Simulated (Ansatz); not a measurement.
# Cr: single point with PBE

Crystal: Cr.

```
Cr
1.0
    -1.48445    1.48445    1.48445
     1.48445   -1.48445    1.48445
     1.48445    1.48445   -1.48445
Cr
1
Direct
  0.00000 0.00000 0.00000
```

| Property | Result |
| --- | --- |
| Program | Ansatz 0.2.0 |
| Task | single point |
| Functional | PBE |
| Potentials or basis | Ansatz PAW |
| Cutoff | 420 eV (not typed: the program's choice for these potentials) |
| k mesh | 12 × 12 × 12 |
| Occupations | gaussian, width 0.017 eV |
| Spin | collinear spin, ferromagnetic start |
| Starting moments | [3.0] μB |

```json
{"Pressure": "-24.9 GPa", "Band gap on the k mesh": "none (metal or under the smearing width)", "Net moment": "0.00 μB per cell", "Absolute moment": "0.00 μB per cell"}
```

Levels at points of the mesh, in eV from the Fermi level:
Spin up:
```
              k point  band 4  band 5  band 6  band 7  band 8  band 9  band 10  band 11
   (0.00, 0.00, 0.00)  -42.76   -7.40   -0.71   -0.71   -0.71    1.05     1.05    21.32
  (0.00, 0.00, -0.50)  -42.76   -3.83   -2.02    0.86    1.03    1.32     2.45     8.55
(-0.50, -0.50, -0.50)  -43.19   -3.57   -3.57    2.13    2.13    2.13     9.54     9.54
```
Spin down:
```tsv
k point	band 5	band 6	band 7	band 8	band 9	band 10
(0.00, 0.00, 0.00)	-7.40	-0.71	-0.71	-0.71	1.05	1.05
(0.00, 0.00, -0.50)	-3.83	-2.02	0.86	1.03	1.32	2.45
(-0.50, -0.50, -0.50)	-3.57	-3.57	2.13	2.13	2.13	9.54
```

Wall time 2.5 s on 2 threads of Intel(R) Xeon(R) Processor @ 2.70GHz (shared host), peak memory 0.32 GiB.

Caveat: the starting moments collapsed, and a magnetic state may lie lower; so large a pressure means that the cell lies far from this level's equilibrium, or that cutoff or potentials fall short; the starting moments weren't kept.
